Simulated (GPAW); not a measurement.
# TiB2 (P6/mmm) in GPAW: a series of runs, part 2 of 2

GPAW 26.7.0.

## (4) Relaxation of cell and atoms, PBEsol, target pressure 5 GPa, at which the enthalpy is minimised

run.py reads:

```python
from ase import Atoms
from ase.filters import FrechetCellFilter
from ase.io import write
from ase.optimize import BFGS
from ase.units import GPa
from gpaw import GPAW, PW, setup_paths

setup_paths.insert(0, '.')

atoms = Atoms(['Ti', 'B', 'B'],
              cell=[[3.0292, 0.0, 0.0],
                    [-1.5146, 2.6233641531, 0.0],
                    [0.0, 0.0, 3.2284]],
              scaled_positions=[[0.0, 0.0, 0.0],
                                [0.6666666667, 0.3333333333, 0.5],
                                [0.3333333333, 0.6666666667, 0.5]],
              pbc=True)

calc = GPAW(mode=PW(800),
            xc='PBEsol',
            kpts={'size': (7, 7, 6), 'gamma': True},
            occupations={'name': 'fermi-dirac', 'width': 0.05},
            nbands=20,
            convergence={'density': 1e-05, 'forces': 0.0001},
            maxiter=150,
            txt='gpaw.txt')
atoms.calc = calc
opt = BFGS(FrechetCellFilter(atoms, scalar_pressure=5 * GPa), trajectory='relax.traj', logfile='-')
done = opt.run(fmax=0.02, steps=60)
calc.write('gs.gpw')
write('result.traj', atoms)
print('Converged:', done)
print('Cell:', atoms.cell.cellpar().round(4))
print('Volume:', round(atoms.get_volume(), 4))
print(atoms.get_scaled_positions().round(5))
```

Potentials or basis: PAW data sets generated in the run's folder for this functional, pw.

The run is started by

```bash
$ gpaw-setup -f PBEsol B Ti
$ OMP_NUM_THREADS=1 python run.py
```

gpaw.txt:

```text
__  _  _
 | _ |_)|_||  |
 |__||  | ||/\| - 26.7.0

Input parameters:
  mode=PW(ecut=800.0),
  convergence={'density': 1e-05, 'forces': 0.0001},
  kpts=MonkhorstPack(size=(7, 7, 6), gamma=True),
  maxiter=150,
  nbands=20,
  occupations=Occupations(name='fermi-dirac', width=0.05),
  xc=XC(name='PBEsol')

Diagonalizing LCAO Hamiltonian
Converting LCAO to pw mode

         B  B

       Ti

Atoms  # Å, Bohr magnetons
|   | symbol |         x |        y |        z |    initial magnetic moments |
|---|--------|-----------|----------|----------|-----------------------------|
| 0 |     Ti |  0.000000 | 0.000000 | 0.000000 | ( 0.0000,  0.0000,  0.0000) |
| 1 |      B |  1.514600 | 0.874455 | 1.614200 | ( 0.0000,  0.0000,  0.0000) |
| 2 |      B | -0.000000 | 1.748909 | 1.614200 | ( 0.0000,  0.0000,  0.0000) |

Unit cell  # Å
| periodic |         x |        y |        z |  lengths |     angles |
|----------|-----------|----------|----------|----------|------------|
|      yes |  3.029200 | 0.000000 | 0.000000 | 3.029200 |  90.000000 |
|      yes | -1.514600 | 2.623364 | 0.000000 | 3.029200 |  90.000000 |
|      yes |  0.000000 | 0.000000 | 3.228400 | 3.228400 | 120.000000 |
[... 219 lines left out ...]
No gap
No difference between direct/indirect transitions

Stress tensor  # eV/Ang^3
|        x |        y |        z |
|----------|----------|----------|
| 0.022220 | 0.000000 | 0.000000 |
| 0.000000 | 0.022220 | 0.000000 |
| 0.000000 | 0.000000 | 0.042582 |

Forces  # eV/Ang
|        x |        y |       z |
|----------|----------|---------|
|  0.00000 |  0.00000 | 0.00000 |  # Ti   0
|  0.00000 |  0.00000 | 0.00000 |  # B    1
| -0.00000 | -0.00000 | 0.00000 |  # B    2

Interpolating wave functions to new cell

         B  B

       Ti

Atoms  # Å, Bohr magnetons
|   | symbol |         x |        y |        z |    initial magnetic moments |
|---|--------|-----------|----------|----------|-----------------------------|
| 0 |     Ti |  0.000000 | 0.000000 | 0.000000 | ( 0.0000,  0.0000,  0.0000) |
| 1 |      B |  1.511308 | 0.872554 | 1.609357 | ( 0.0000,  0.0000,  0.0000) |
| 2 |      B | -0.000000 | 1.745108 | 1.609357 | ( 0.0000,  0.0000,  0.0000) |

Unit cell  # Å
| periodic |         x |        y |        z |  lengths |     angles |
|----------|-----------|----------|----------|----------|------------|
|      yes |  3.022616 | 0.000000 | 0.000000 | 3.022616 |  90.000000 |
|      yes | -1.511308 | 2.617663 | 0.000000 | 3.022616 |  90.000000 |
|      yes |  0.000000 | 0.000000 | 3.218714 | 3.218714 | 120.000000 |
[... 217 lines left out ...]
No gap
No difference between direct/indirect transitions

Stress tensor  # eV/Ang^3
|         x |         y |        z |
|-----------|-----------|----------|
|  0.010546 | -0.000000 | 0.000000 |
| -0.000000 |  0.010546 | 0.000000 |
|  0.000000 |  0.000000 | 0.031560 |

Forces  # eV/Ang
|       x |        y |       z |
|---------|----------|---------|
| 0.00000 |  0.00000 | 0.00000 |  # Ti   0
| 0.00000 |  0.00000 | 0.00000 |  # B    1
| 0.00000 | -0.00000 | 0.00000 |  # B    2

Interpolating wave functions to new cell
[... 261 lines left out ...]
Atoms  # Å, Bohr magnetons
|   | symbol |         x |        y |         z |    initial magnetic moments |
|---|--------|-----------|----------|-----------|-----------------------------|
| 0 |     Ti |  0.000000 | 0.000000 | -0.000000 | ( 0.0000,  0.0000,  0.0000) |
| 1 |      B |  1.498685 | 0.865266 |  1.587636 | ( 0.0000,  0.0000,  0.0000) |
| 2 |      B | -0.000000 | 1.730533 |  1.587636 | ( 0.0000,  0.0000,  0.0000) |

Unit cell  # Å
| periodic |         x |         y |         z |  lengths |     angles |
|----------|-----------|-----------|-----------|----------|------------|
|      yes |  2.997370 |  0.000000 |  0.000000 | 2.997370 |  90.000000 |
|      yes | -1.498685 |  2.595799 | -0.000000 | 2.997370 |  90.000000 |
|      yes |  0.000000 | -0.000000 |  3.175271 | 3.175271 | 120.000000 |

Number of symmetries: 24
Symmetry operations  # r_c * U_cc + t_c -> r_c
|    | kind |            matrix            |
|----|------|------------------------------|
|  0 |  σ   |  1, 1, 0,  0,-1, 0,  0, 0, 1 |
|  1 |  C2  |  1, 1, 0,  0,-1, 0,  0, 0,-1 |
|  2 |  C6  |  1, 1, 0, -1, 0, 0,  0, 0, 1 |
|  3 |  S6  |  1, 1, 0, -1, 0, 0,  0, 0,-1 |
|  4 |  E   |  1, 0, 0,  0, 1, 0,  0, 0, 1 |
|  5 |  σ   |  1, 0, 0,  0, 1, 0,  0, 0,-1 |
|  6 |  σ   |  1, 0, 0, -1,-1, 0,  0, 0, 1 |
|  7 |  C2  |  1, 0, 0, -1,-1, 0,  0, 0,-1 |
|  8 |  σ   |  0, 1, 0,  1, 0, 0,  0, 0, 1 |
[... 205 lines left out ...]
Stress tensor  # eV/Ang^3
|         x |         y |         z |
|-----------|-----------|-----------|
| -0.039125 | -0.000000 |  0.000000 |
| -0.000000 | -0.039125 |  0.000000 |
|  0.000000 |  0.000000 | -0.020582 |

Forces  # eV/Ang
|       x |        y |       z |
|---------|----------|---------|
| 0.00000 |  0.00000 | 0.00000 |  # Ti   0
| 0.00000 | -0.00000 | 0.00000 |  # B    1
| 0.00000 |  0.00000 | 0.00000 |  # B    2

Interpolating wave functions to new cell
[... 6 lines left out ...]
Atoms  # Å, Bohr magnetons
|   | symbol |         x |        y |         z |    initial magnetic moments |
|---|--------|-----------|----------|-----------|-----------------------------|
| 0 |     Ti |  0.000000 | 0.000000 | -0.000000 | ( 0.0000,  0.0000,  0.0000) |
| 1 |      B |  1.501959 | 0.867156 |  1.583125 | ( 0.0000,  0.0000,  0.0000) |
| 2 |      B | -0.000000 | 1.734313 |  1.583125 | ( 0.0000,  0.0000,  0.0000) |

Unit cell  # Å
| periodic |         x |         y |         z |  lengths |     angles |
|----------|-----------|-----------|-----------|----------|------------|
|      yes |  3.003918 |  0.000000 |  0.000000 | 3.003918 |  90.000000 |
|      yes | -1.501959 |  2.601469 | -0.000000 | 3.003918 |  90.000000 |
|      yes |  0.000000 | -0.000000 |  3.166250 | 3.166250 | 120.000000 |

Number of symmetries: 24
Symmetry operations  # r_c * U_cc + t_c -> r_c
|    | kind |            matrix            |
|----|------|------------------------------|
|  0 |  σ   |  1, 1, 0,  0,-1, 0,  0, 0, 1 |
|  1 |  C2  |  1, 1, 0,  0,-1, 0,  0, 0,-1 |
|  2 |  C6  |  1, 1, 0, -1, 0, 0,  0, 0, 1 |
|  3 |  S6  |  1, 1, 0, -1, 0, 0,  0, 0,-1 |
|  4 |  E   |  1, 0, 0,  0, 1, 0,  0, 0, 1 |
|  5 |  σ   |  1, 0, 0,  0, 1, 0,  0, 0,-1 |
|  6 |  σ   |  1, 0, 0, -1,-1, 0,  0, 0, 1 |
|  7 |  C2  |  1, 0, 0, -1,-1, 0,  0, 0,-1 |
|  8 |  σ   |  0, 1, 0,  1, 0, 0,  0, 0, 1 |
[... 226 lines left out ...]
Atoms  # Å, Bohr magnetons
|   | symbol |         x |        y |         z |    initial magnetic moments |
|---|--------|-----------|----------|-----------|-----------------------------|
| 0 |     Ti |  0.000000 | 0.000000 | -0.000000 | ( 0.0000,  0.0000,  0.0000) |
| 1 |      B |  1.502225 | 0.867310 |  1.581186 | ( 0.0000,  0.0000,  0.0000) |
| 2 |      B | -0.000000 | 1.734620 |  1.581186 | ( 0.0000,  0.0000,  0.0000) |

Unit cell  # Å
| periodic |         x |         y |        z |  lengths |     angles |
|----------|-----------|-----------|----------|----------|------------|
|      yes |  3.004450 | -0.000000 | 0.000000 | 3.004450 |  90.000000 |
|      yes | -1.502225 |  2.601930 | 0.000000 | 3.004450 |  90.000000 |
|      yes |  0.000000 | -0.000000 | 3.162373 | 3.162373 | 120.000000 |

Number of symmetries: 24
Symmetry operations  # r_c * U_cc + t_c -> r_c
|    | kind |            matrix            |
|----|------|------------------------------|
|  0 |  σ   |  1, 1, 0,  0,-1, 0,  0, 0, 1 |
|  1 |  C2  |  1, 1, 0,  0,-1, 0,  0, 0,-1 |
|  2 |  C6  |  1, 1, 0, -1, 0, 0,  0, 0, 1 |
|  3 |  S6  |  1, 1, 0, -1, 0, 0,  0, 0,-1 |
|  4 |  E   |  1, 0, 0,  0, 1, 0,  0, 0, 1 |
|  5 |  σ   |  1, 0, 0,  0, 1, 0,  0, 0,-1 |
|  6 |  σ   |  1, 0, 0, -1,-1, 0,  0, 0, 1 |
|  7 |  C2  |  1, 0, 0, -1,-1, 0,  0, 0,-1 |
|  8 |  σ   |  0, 1, 0,  1, 0, 0,  0, 0, 1 |
[... 149 lines left out ...]
SCF iterations
|iter     | |      energy | eigst |  dens |force |
|---------|-|-------------|-------|-------|------|
|iter:   1| |  -24.740133 | -2.92 |       |      |
|iter:   2| |  -24.740130 | -6.07 | -3.16 |      |
|iter:   3| |  -24.740104c| -5.71 | -3.19 |      |
|iter:   4| |  -24.740104c| -7.24 | -3.90 |      |
|iter:   5| |  -24.740104c| -7.89c| -4.21 |      |
|iter:   6| |  -24.740104c| -8.28c| -4.52 |      |
|iter:   7| |  -24.740104c| -9.15c| -5.34c|      |
|iter:   8| |  -24.740104c|-10.01c| -6.15c|-16.18c|

Converged in 8 steps
Energy contributions relative to reference atoms: (reference = -24529.462339)

Energy contributions:
  Kinetic:          25.151207
  Coulomb:         -22.119448
  Zero:              0.049194
  External:          0.000000
  Xc:              -27.820164
  Entropy:          -0.001786
  Spinorbit:         0.000000
  ----------------------------
  Free energy:     -24.740997
  Extrapolated:    -24.740104
[... 37 lines left out ...]
Forces  # eV/Ang
|        x |        y |       z |
|----------|----------|---------|
| -0.00000 |  0.00000 | 0.00000 |  # Ti   0
|  0.00000 | -0.00000 | 0.00000 |  # B    1
| -0.00000 |  0.00000 | 0.00000 |  # B    2

# Writing to gs.gpw (mode='')
```

Wall time 78 s (1 thread of Arm Neoverse V1, shared host); peak memory 0.23 GiB.

What came out:

| Item | Value |
| --- | --- |
| Free energy | -24.7410 eV |
| Relaxed volume | 8.24 Å³/atom |
| Relaxed cell | a = 3.004 Å, b = 3.004 Å, c = 3.162 Å, α = 90.00°, β = 90.00°, γ = 120.00° |
| Space group after relaxing (to 0.05 Å) | P6/mmm (No. 191) |
| Energy change on relaxing (the enthalpy is what falls) | +0.1 meV/atom |
| Ionic steps | 6 |
| Pressure after relaxing | 4.9 GPa |
| Band gap on the k mesh | none (metal or under the smearing width) |

The path:
```csv
step,energy change (eV),largest force (eV/Å),pressure (GPa),volume (Å³)
1,0.0000,0.0000,-4.65,25.66
2,-0.0041,0.0000,-2.81,25.47
3,0.0029,0.0000,5.56,24.68
4,0.0019,0.0000,5.28,24.71
5,-0.0004,0.0000,4.65,24.74
6,0.0003,0.0000,4.85,24.72
```

Final structure:
```
CELL_PARAMETERS angstrom
3.00445 0.00000 0.00000
-1.50223 2.60193 0.00000
0.00000 0.00000 3.16237
ATOMIC_POSITIONS crystal
Ti 0.00000 0.00000 0.00000
B 0.66667 0.33333 0.50000
B 0.33333 0.66667 0.50000
```

Levels at points of the mesh, in eV from the Fermi level:
| k point | band 6 | band 7 | band 8 | band 9 | band 10 | band 11 | band 12 | band 13 |
| --- | --- | --- | --- | --- | --- | --- | --- | --- |
| (0.00, 0.00, 0.00) | -2.66 | -2.66 | -2.10 | -2.08 | 2.13 | 2.13 | 4.05 | 4.05 |
| (0.00, 0.00, 0.50) | -7.65 | -0.47 | -0.47 | -0.16 | -0.16 | 0.56 | 0.56 | 1.99 |

Caveat: later steps reuse the first step's grids.

## (5) Relaxation of cell and atoms, PBEsol, target pressure 10 GPa, at which the enthalpy is minimised

run.py, as its differences from that of step 4:

```diff
@@ -27,3 +27,3 @@
 atoms.calc = calc
-opt = BFGS(FrechetCellFilter(atoms, scalar_pressure=5 * GPa), trajectory='relax.traj', logfile='-')
+opt = BFGS(FrechetCellFilter(atoms, scalar_pressure=10 * GPa), trajectory='relax.traj', logfile='-')
 done = opt.run(fmax=0.02, steps=60)
```

The run is started by

```bash
$ gpaw-setup -f PBEsol B Ti
$ OMP_NUM_THREADS=1 python run.py
```

Wall time 91 s (1 thread of Arm Neoverse V1, shared host); peak memory 0.23 GiB.

The run converged. Its results:

```yaml
Free_energy: -24.7204 eV
Relaxed_volume: 8.10 Å³/atom
Relaxed_cell: a = 2.990 Å, b = 2.990 Å, c = 3.140 Å, α = 90.00°, β = 90.00°, γ = 120.00°
Space_group_after_relaxing_to_0.05_Å: P6/mmm (No. 191)
Energy_change_on_relaxing_the_enthalpy_is_what_falls: +6.9 meV/atom
Ionic_steps: 7
Pressure_after_relaxing: 9.9 GPa
Band_gap_on_the_k_mesh: none (metal or under the smearing width)
```

Step by step:
```csv
step,energy change (eV),largest force (eV/Å),pressure (GPa),volume (Å³)
1,0.0000,0.0000,-4.65,25.66
2,-0.0052,0.0000,-1.82,25.37
3,0.0264,0.0000,10.87,24.25
4,0.0229,0.0000,10.24,24.30
5,0.0182,0.0000,9.41,24.35
6,0.0187,0.0000,9.49,24.33
7,0.0208,0.0000,9.86,24.30
```

Final structure:
```
Ti B
1.0
     2.98964    0.00000    0.00000
    -1.49482    2.58911    0.00000
     0.00000    0.00000    3.13956
Ti B
1 2
Direct
  0.00000 0.00000 0.00000
  0.66667 0.33333 0.50000
  0.33333 0.66667 0.50000
```

Levels at points of the mesh, in eV from the Fermi level:
| k point | band 7 | band 8 | band 9 | band 10 | band 11 | band 12 |
| --- | --- | --- | --- | --- | --- | --- |
| (0.00, 0.00, 0.00) | -2.71 | -2.14 | -2.05 | 2.19 | 2.19 | 4.15 |
| (0.00, 0.00, 0.50) | -0.48 | -0.48 | -0.18 | -0.18 | 0.57 | 0.57 |

Caveat: later steps reuse the first step's grids.

## (6) Relaxation of cell and atoms, PBEsol, target pressure 20 GPa, at which the enthalpy is minimised

run.py, as its differences from that of step 5:

```diff
@@ -27,3 +27,3 @@
 atoms.calc = calc
-opt = BFGS(FrechetCellFilter(atoms, scalar_pressure=10 * GPa), trajectory='relax.traj', logfile='-')
+opt = BFGS(FrechetCellFilter(atoms, scalar_pressure=20 * GPa), trajectory='relax.traj', logfile='-')
 done = opt.run(fmax=0.02, steps=60)
```

Potentials or basis: PAW data sets generated in the run's folder for this functional, pw.

The run is started by

```bash
$ gpaw-setup -f PBEsol B Ti
$ OMP_NUM_THREADS=1 python run.py
```

It took 1.7 min on 1 thread of Arm Neoverse V1, shared host; peak memory 0.23 GiB.

The run converged. Its results:

```
Free energy                                            : -24.6484 eV
Relaxed volume                                         : 7.85 Å³/atom
Relaxed cell                                           : a = 2.962 Å, b = 2.962 Å, c = 3.099 Å, α = 90.00°, β = 90.00°, γ = 120.00°
Space group after relaxing (to 0.05 Å)                 : P6/mmm (No. 191)
Energy change on relaxing (the enthalpy is what falls) : +30.9 meV/atom
Ionic steps                                            : 8
Pressure after relaxing                                : 19.9 GPa
Band gap on the k mesh                                 : none (metal or under the smearing width)
```

The path:
```tsv
step	energy change (eV)	largest force (eV/Å)	pressure (GPa)	volume (Å³)
1	0.0000	0.0000	-4.65	25.66
2	-0.0056	0.0000	0.20	25.18
3	0.1096	0.0000	21.86	23.45
4	0.0940	0.0000	20.17	23.57
5	0.0863	0.0000	19.34	23.61
6	0.0840	0.0000	19.03	23.62
7	0.0895	0.0000	19.59	23.58
8	0.0928	0.0000	19.95	23.55
```

Final structure:
```xyz
3
Lattice="2.9621 0.0000 0.0000 -1.4811 2.5653 0.0000 0.0000 0.0000 3.0993" Properties=species:S:1:pos:R:3 pbc="T T T"
Ti    0.0000    0.0000    0.0000
B     1.4811    0.8551    1.5496
B     0.0000    1.7102    1.5496
```

Levels at points of the mesh, in eV from the Fermi level:
| k point | band 6 | band 7 | band 8 | band 9 | band 10 | band 11 | band 12 | band 13 |
| --- | --- | --- | --- | --- | --- | --- | --- | --- |
| (0.00, 0.00, 0.00) | -2.81 | -2.81 | -2.21 | -2.00 | 2.29 | 2.29 | 4.34 | 4.34 |
| (0.00, 0.00, 0.50) | -7.84 | -0.50 | -0.50 | -0.21 | -0.21 | 0.59 | 0.59 | 2.21 |

Caveat: later steps reuse the first step's grids.

## (7) The runs side by side

```tsv
cell	target pressure	gap on the mesh (eV)	pressure (GPa)
relaxed	-	none	0.0
relaxed to 2 GPa	2 GPa	none	1.9
relaxed to 5 GPa	5 GPa	none	4.9
relaxed to 10 GPa	10 GPa	none	9.9
relaxed to 20 GPa	20 GPa	none	19.9
```

Alike in all rows: task relaxation of cell and atoms; level PBEsol; potentials or basis PAW data sets generated in the run's folder for this functional, pw; no spin polarisation; k mesh 7 × 7 × 6; cutoff (eV) 800; smearing fermi-dirac 0.05 eV.

Caveats: later steps reuse the first step's grids.

Absolute energies hang on the potentials; compare differences alone.
